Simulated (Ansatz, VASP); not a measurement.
One calculation of AlN, two programs

The input INCAR:

```
  PREC = Accurate
  ENCUT = 520
  EDIFF = 1E-6
  ISMEAR = 0
  SIGMA = 0.05
  LREAL = F
  LASPH = T
  NELM = 100
  ALGO = Normal
  ISIF = 2
  LWAVE = F
  LCHARG = F
  NBANDS = 16
```

KPOINTS

```
Automatic mesh
0
Gamma
  8 8 6
```

File POSCAR:

```
AlN
1.0
    0.0000000000     -2.0390123106     -2.0390123106
    0.0000000000      2.0390123106     -2.0390123106
    4.0780246211      0.0000000000      0.0000000000
Al N
2 2
Direct
    0.5167537586      0.4832462414      0.0000000000
   -0.0167537586      0.0167537586      0.5000000000
    0.4931383696      0.5068616304      0.5000000000
    0.0068616304      0.9931383696      0.0000000000
```

Input for Ansatz:

```yaml
crystal:
  lattice:
    - [0.0, -2.0390123106, -2.0390123106]
    - [0.0, 2.0390123106, -2.0390123106]
    - [4.0780246211, 0.0, 0.0]
  atoms:
    - { symbol: Al, position: [0.5167537586, 0.4832462414, 0.0] }
    - { symbol: Al, position: [-0.0167537586, 0.0167537586, 0.5] }
    - { symbol: "N", position: [0.4931383696, 0.5068616304, 0.5] }
    - { symbol: "N", position: [0.0068616304, 0.9931383696, 0.0] }
basis:
  ecutwfc: 520.0
kpoints:
  mp_grid: { grid: [8, 8, 6] }
hamiltonian:
  xc: lda
scf:
  occupations: { method: gaussian, width: 0.05 }
output:
  forces: true
  stress: true
  eigenvalues: true
  write_density: true
  write_potential: true
  elf: true
  volumetric_format: npy
```

Change from the starting cell: mode 4 frozen in at -0.067 Å, equal normal strain along x, y and z +0.0167.

Alike in both runs: task single point; functional LDA; k mesh 8 × 8 × 6; occupations gaussian, width 0.05 eV; no spin polarisation.

```csv
,VASP,Ansatz
version,VASP 6.6.1,Ansatz 0.2.0
potentials or method,"VASP PAW LDA potentials, release 64 (Al, N)","scalar-relativistic, plane waves, PAW"
plane-wave cutoff (eV),520,520
valence electrons in the cell,16,16
```

```csv
,VASP,Ansatz,Ansatz less VASP
gap on the k mesh at the Fermi level (eV),4.19,4.20,+0.011
least direct gap on the mesh (eV),4.22,4.23,+0.011
pressure (GPa),-11.6,-12.1,-0.46
largest component of the traceless stress (GPa),0.65,0.64,-0.007
rms of the force components (eV/Å),0.283,0.280,-0.0023
```

Atom by atom the forces differ by 0.005 eV/Å (rms over components).

A k mesh can miss the band edges.
